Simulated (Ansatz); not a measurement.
Crystal: FePt (Tetraferroplatinum).

```
CELL_PARAMETERS angstrom
2.72350 0.00000 0.00000
0.00000 2.72350 0.00000
0.00000 0.00000 3.72000
ATOMIC_POSITIONS crystal
Pt 0.50000 0.50000 0.50000
Fe 0.00000 0.00000 0.00000
```

* Program: Ansatz 0.2.0
* Task: relaxation of cell and atoms
* Functional: revPBE
* Potentials or basis: Ansatz PAW
* Cutoff: 420 eV (not typed: the program's choice for these potentials)
* k mesh: 10 × 10 × 7
* Occupations: fermi-dirac, width 0.05 eV
* Spin: collinear spin, ferromagnetic start
* Starting moments: [0.0, 3.0] μB

At the start: volume 13.80 Å³/atom.

**Question.** How do energy, volume and symmetry change on relaxing?

**Answer.** It ends after 5 steps and the volume is 14.28 Å³/atom (+3.5 %); space group P4/mmm (No. 123, to 0.05 Å); moment 3.37 μB per cell.

Step by step:
```
step  energy change (eV)  largest force (eV/Å)  volume (Å³)
   1              0.0000                0.0000        27.59
   2             -0.0167                0.0000        28.94
   3             -0.0198                0.0000        28.58
   4             -0.0199                0.0000        28.56
   5             -0.0204                0.0000        28.56
```

Final structure:
```cif
data_structure
_symmetry_space_group_name_H-M 'P 1'
_symmetry_Int_Tables_number 1
_cell_length_a 2.7533
_cell_length_b 2.7533
_cell_length_c 3.7672
_cell_angle_alpha 90.000
_cell_angle_beta 90.000
_cell_angle_gamma 90.000
_cell_volume 28.56
loop_
_atom_site_label
_atom_site_type_symbol
_atom_site_fract_x
_atom_site_fract_y
_atom_site_fract_z
_atom_site_occupancy
Pt1 Pt 0.50000 0.50000 0.50000 1
Fe1 Fe 0.00000 0.00000 0.00000 1
```

Caveat: the plane-wave basis is chosen anew once the cell has moved, so the energies of steps on either side of that aren't comparable; the PAW data sets come from PBE, with cores solved anew for the run's functional, which leaves a small shift of forces and pressure.
